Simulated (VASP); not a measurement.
# Bi (C2/m) in VASP: notebook

Runs on Bi. Level: PBE. Tasks: single point.

Everything below comes from runs of VASP 6.6.1. Logs are shortened: lines on timing, memory, paths and dates and some standing lists are left out, and cuts for length are marked.

## (1) The structure

The structure is monoclinic, space group C2/m (No. 12). Conventional cell: a = 6.977 Å, b = 6.265 Å, c = 3.359 Å, α = 90.00°, β = 112.04°, γ = 90.00°. Bi (site symmetry m) is surrounded by 6 Bi at 3.21 to 3.45 Å.

This isn't the form of Bi at room conditions, which is rhombohedral.

## (2) Single point, PBE

The input, INCAR:

```
SYSTEM = Bi
ADDGRID = .False.
ALGO = Normal
EDIFF = 1E-6
ENCUT = 520
GGA = PE
ISIF = 2
ISMEAR = 1
LASPH = .True.
LCHARG = .False.
LREAL = .False.
LWAVE = .False.
NBANDS = 22
NELM = 100
PREC = Accurate
SIGMA = 0.15
```

The input, KPOINTS:

```
k-points
0
Gamma
  7 7 11
  0 0 0
```

The input, POSCAR:

```
Bi
1.0
    3.4885980000     -3.1325780000      0.0000000000
    3.4885980000      3.1325780000      0.0000000000
   -1.2602350000      0.0000000000      3.1135500000
Bi
2
Direct
    0.7530610000      0.7530610000      0.8573820000
    0.2469390000      0.2469390000      0.1426180000
```

Potentials or basis: VASP PAW PBE potentials, release 64 (Bi_d).

Command:

```sh
$ cat potpaw_PBE.64/Bi_d/POTCAR > POTCAR
$ mpirun -np 1 vasp_std > vasp.out
```

OUTCAR:

```text
SYSTEM = Bi
   EDIFF = 1E-6
   ENCUT = 520
   GGA = PE
   ISIF = 2
   ISMEAR = 1
   LASPH = .True.
   LREAL = .False.
   NELM = 100
   PREC = Accurate

 Found    156 irreducible k-points:

 Following reciprocal coordinates:
            Coordinates               Weight
  0.000000  0.000000  0.000000      1.000000
  0.142857  0.000000  0.000000      4.000000
  0.285714  0.000000  0.000000      4.000000
  0.428571 -0.000000  0.000000      4.000000
  0.142857  0.142857  0.000000      2.000000
  0.285714  0.142857  0.000000      4.000000
   k-points           NKPTS =    156   k-points in BZ     NKDIM =    156   number of bands    NBANDS=     22
   number of dos      NEDOS =    301   number of ions     NIONS =      2
   total plane-waves  NPLWV =  36288
   dimension x,y,z NGX =    36 NGY =   36 NGZ =   28
   dimension x,y,z NGXF=    72 NGYF=   72 NGZF=   56
   ions per type =               2
   NGX,Y,Z   is equivalent  to a cutoff of  12.76, 12.76, 13.86 a.u.
   NGXF,Y,Z  is equivalent  to a cutoff of  25.53, 25.53, 27.72 a.u.
 SYSTEM =  Bi
   PREC   = accura    normal or accurate (medium, high low for compatibility)
   ISTART =      0    job   : 0-new  1-cont  2-samecut
   ICHARG =      2    charge: 1-file 2-atom 10-const
   ISPIN  =      1    spin polarized calculation?
   LNONCOLLINEAR =      F non collinear calculations
   LSORBIT =      F    spin-orbit coupling
   LASPH  =      T    aspherical Exc in radial PAW
   ENCUT  =  520.0 eV  38.22 Ry    6.18 a.u.   8.72  8.72  6.25*2*pi/ulx,y,z
   NELM   =    100;   NELMIN=  2; NELMDL= -5     # of ELM steps
   EDIFF  = 0.1E-05   stopping-criterion for ELM
   LREAL  =      F    real-space projection
   EDIFFG = 0.1E-04   stopping-criterion for IOM
   NSW    =      0    number of steps for IOM
   IBRION =     -1    ionic relax: 0-MD 1-quasi-New 2-CG
   NFREE  =      0    steps in history (QN), initial steepest desc. (CG)
   ISIF   =      2    stress and relaxation
   ISYM   =      2    0-nonsym 1-usesym 2-fastsym
   POTIM  = 0.5000    time-step for ionic-motion
   TEBEG  =    0.0;   TEEND  =   0.0 temperature during run
   PSTRESS=    0.0 pullay stress
   NELECT =      30.0000    total number of electrons
   NUPDOWN=      -1.0000    fix difference up-down
   EMIN   =  10.00;   EMAX   =-10.00  energy-range for DOS
   EFERMI =   0.00;   METHOD = LEGACY
   ISMEAR =     1;   SIGMA  =   0.15  broadening in eV -4-tet -1-fermi 0-gaus
   EFERMI_NEDOS =   21; number of points for ismear=-14 and -15
   IALGO  =     38    algorithm
   IMIX   =      4    mixing-type and parameters
     AMIX     =   0.40;   BMIX     =  1.00
     AMIX_MAG =   1.60;   BMIX_MAG =  1.00
  volume/ion in A,a.u.               =      34.03       229.62
  Fermi-wavevector in a.u.,A,eV,Ry     =   1.245955  2.354514 21.121737  1.552404
  Thomas-Fermi vector in A             =   2.380154
   LORBIT       =      0    0 simple, 1 ext, 2 COOP (PROOUT), +10 PAW based schemes
   GGA     = PE    functional components
   LHFCALC =     F    Hartree Fock is set to
   AEXX    =    0.0000 exact exchange contribution
   IVDW    =     0    specifies the selected vdW correction
   LEPSILON=     F    determine dielectric tensor
   LRPA    =     F    only Hartree local field effects (RPA)
 non-spin polarized calculation
 Methfessel and Paxton  Order N= 1 SIGMA  =   0.15
  energy-cutoff  :      520.00
  volume of cell :       68.05
 maximum number of plane-waves:      1855
   NGX = 17   NGY = 17   NGZ = 13

 number of electron      30.0000001 magnetization

 Free energy of the ion-electron system (eV)
  ---------------------------------------------------
  ext. energy  EPLUGINS =         0.00000000
  ---------------------------------------------------
  free energy    TOTEN  =        -7.68524170 eV

  energy without entropy =       -7.68505098  energy(sigma->0) =       -7.68517812

 E-fermi :   6.6430     XC(G=0):  -9.7828

 val. band max:        6.6352464212   @ k =  -0.2857  -0.2857   0.2727
 cond. band min:       6.6614014523   @ k =   0.4286  -0.0000   0.0000
 fundamental gap:      0.0261550311
 Fermi energy:         6.6430248220

 k-point     1 :       0.0000    0.0000    0.0000
  band No.  band energies     occupation
      1     -16.2062      2.00000
      2     -16.1740      2.00000
      3     -16.1305      2.00000
      4     -16.1083      2.00000
      5     -16.0226      2.00000
      6     -16.0044      2.00000
      7     -15.9839      2.00000
      8     -15.9789      2.00000
      9     -15.9458      2.00000
     10     -15.8570      2.00000
     11      -6.3289      2.00000
     12      -2.4075      2.00000
     13       3.7069      2.00000
     14       3.9741      2.00000
     15       9.5420     -0.00000
     16       9.8253      0.00000
     17      10.4983      0.00000
     18      10.8738      0.00000
     19      11.0339      0.00000
     20      13.4958      0.00000
     21      14.9924      0.00000
     22      15.4864      0.00000

 k-point     2 :       0.1429    0.0000    0.0000
  band No.  band energies     occupation
      1     -16.1951      2.00000
      2     -16.1749      2.00000
      3     -16.1340      2.00000
      4     -16.0999      2.00000
      5     -16.0207      2.00000
      6     -16.0073      2.00000
      7     -15.9819      2.00000
      8     -15.9753      2.00000
      9     -15.9521      2.00000
     10     -15.8696      2.00000
     11      -6.1965      2.00000
     12      -2.7185      2.00000
     13       3.9199      2.00000
     14       4.1205      2.00000
     15       8.9944     -0.00000
     16       9.5242     -0.00000
     17      10.1744      0.00000
     18      10.6856      0.00000
     19      11.2323      0.00000
     20      14.5649      0.00000
     21      15.1457      0.00000
     22      15.9498      0.00000

 k-point     3 :       0.2857    0.0000    0.0000
  band No.  band energies     occupation
      1     -16.1805      2.00000
      2     -16.1649      2.00000
      3     -16.1370      2.00000
      4     -16.0771      2.00000
      5     -16.0269      2.00000
      6     -16.0061      2.00000
      7     -15.9803      2.00000
      8     -15.9714      2.00000
      9     -15.9634      2.00000
     10     -15.9014      2.00000
     11      -5.8063      2.00000
     12      -3.4702      2.00000
     13       4.5071      2.00000
     14       4.5660      2.00000
     15       7.5980     -0.00000
     16       8.0706     -0.00000
     17      10.3828      0.00000
     18      11.3166      0.00000
     19      11.7208      0.00000
     20      14.6839      0.00000
     21      15.7756      0.00000
     22      16.7894      0.00000

 k-point     4 :       0.4286   -0.0000    0.0000
  band No.  band energies     occupation
      1     -16.1818      2.00000
      2     -16.1566      2.00000
      3     -16.1110      2.00000
      4     -16.0506      2.00000
      5     -16.0456      2.00000
      6     -16.0060      2.00000
      7     -15.9949      2.00000
      8     -15.9697      2.00000
      9     -15.9561      2.00000
     10     -15.9351      2.00000
     11      -5.1871      2.00000
     12      -4.3483      2.00000
     13       5.2675      2.00000
     14       5.4349      2.00000
     15       6.3353      2.01348
     16       6.6614      0.79436
     17      10.1971      0.00000
     18      11.3110      0.00000
     19      13.9653      0.00000
     20      14.4506      0.00000
     21      15.8271      0.00000
     22      16.4948      0.00000

 k-point     5 :       0.1429    0.1429    0.0000
  band No.  band energies     occupation
      1     -16.1851      2.00000
      2     -16.1755      2.00000
      3     -16.1283      2.00000
      4     -16.0929      2.00000
      5     -16.0218      2.00000
      6     -16.0127      2.00000
      7     -15.9848      2.00000
      8     -15.9685      2.00000
      9     -15.9572      2.00000
     10     -15.8837      2.00000
     11      -6.0808      2.00000
     12      -2.8941      2.00000
     13       3.2282      2.00000
     14       5.1419      2.00000
     15       7.3325     -0.00000
     16      10.3659      0.00000
     17      10.4826      0.00000
     18      10.8308      0.00000
     19      11.4087      0.00000
     20      14.4656      0.00000
     21      15.4172      0.00000
     22      16.5032      0.00000

 k-point     6 :       0.2857    0.1429    0.0000
  band No.  band energies     occupation
      1     -16.1777      2.00000
      2     -16.1679      2.00000
      3     -16.1184      2.00000
      4     -16.0724      2.00000
      5     -16.0292      2.00000
      6     -16.0096      2.00000
      7     -15.9855      2.00000
      8     -15.9721      2.00000
      9     -15.9614      2.00000
     10     -15.9151      2.00000
     11      -5.7150      2.00000
     12      -3.4742      2.00000
     13       3.1581      2.00000
     14       5.7135      2.00000
     15       6.2850      2.00378
     16       9.9325      0.00000
     17      10.3122      0.00000
     18      11.3847      0.00000
     19      11.9599      0.00000
     20      14.8498      0.00000
     21      15.9740      0.00000
     22      16.5039      0.00000

 [... further k-points ...]
[... 5 lines left out ...]
  --------------------------------------------------------------------------------------
  -------------------------------------------------------------------------------------
  Total       -0.1053267     -0.1246048      0.0933750      0.0000000      0.0000000     -0.1515313
  in kB       -2.4797654     -2.9336396      2.1983799      0.0000000      0.0000000     -3.5675848
  external PRESSURE =      -1.0716750 kB  Pullay stress =       0.0000000 kB

 VOLUME and BASIS-vectors are now :
 -----------------------------------------------------------------------------
  energy-cutoff  :      520.00
  volume of cell :       68.05
      direct lattice vectors                 reciprocal lattice vectors
     3.488598000 -3.132578000  0.000000000     0.143324052 -0.159612945  0.058011590
     3.488598000  3.132578000  0.000000000     0.143324052  0.159612945  0.058011590
    -1.260235000  0.000000000  3.113550000     0.000000000  0.000000000  0.321176792

 POSITION                                       TOTAL-FORCE (eV/Angst)
 -----------------------------------------------------------------------------------
      4.17375      0.00000      2.66950         0.005944      0.000000      0.009710
      1.54321      0.00000      0.44405        -0.005944      0.000000     -0.009710
 -----------------------------------------------------------------------------------
    total drift:                               -0.000000      0.000000      0.000000

  FREE ENERGIE OF THE ION-ELECTRON SYSTEM (eV)
  ---------------------------------------------------
  free  energy   TOTEN  =        -7.6852416991 eV

  energy  without entropy=       -7.6850509758  energy(sigma->0) =       -7.68517812
```

Wall time 76 s (1 thread of Intel Xeon 6975P-C (Granite Rapids), shared host); peak memory 0.31 GiB.

The run converged, but some of its settings lie outside the range that counts as converged, so its numbers aren't taken as properties of the crystal.

Results:

| Quantity | Value |
| --- | --- |
| Free energy | -7.6852 eV |
| Pressure | -0.1 GPa |
| Largest force | 0.011 eV/Å |
| Band gap on the k mesh | none (metal or under the smearing width) |

Caveat: spin-orbit coupling is left out, which moves the levels of the heavy elements.

(Continued in part 2 of 2.)
